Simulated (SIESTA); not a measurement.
The system is AlPt.

```
Pt Al
1.0
     3.09155    0.00000    0.00000
     0.00000    3.09155    0.00000
     0.00000    0.00000    3.09155
Pt Al
1 1
Direct
  0.50000 0.50000 0.50000
  0.00000 0.00000 0.00000
```

Measurements of this composition are mostly on another form, of space group No. 198.

Base run:

| Item | Value |
| --- | --- |
| Program | SIESTA 5.4.2 |
| Functional | PBEsol |
| Potentials or basis | PseudoDojo 0.4 standard (PBEsol files, fully relativistic) |
| Basis | DZP (energy shift 0.003 Ry; two zetas on semicore shells) |
| Grid cutoff | 800 Ry |
| Energy shift | 0.003 Ry |
| k mesh | 7 × 7 × 7 |
| Occupations | fermi-dirac, width 0.05 eV |
| Spin | non-collinear spin, zero start, spin-orbit coupling |
| Starting moments | [[0.0, 0.0, 0.0], [0.0, 0.0, 0.0]] μB |

Its results: band gap on the k mesh none (metal or under the smearing width); pressure -9.1 GPa.

Question: The run is repeated on the same cell with these changes: potentials or basis from PseudoDojo 0.4 standard (PBEsol files, fully relativistic) to PseudoDojo 0.4 standard (PBEsol files); spin from non-collinear spin, zero start, spin-orbit coupling to no spin polarisation. What comes out?

Answer: Band gap on the k mesh none (metal or under the smearing width); pressure -6.0 GPa.

Caveats: short orbitals over semicore shells can move pressures by several GPa; the basis of atomic orbitals isn't converged, which shifts pressures, moduli and gaps; spin-orbit coupling is left out, which moves the levels of the heavy elements (some runs).
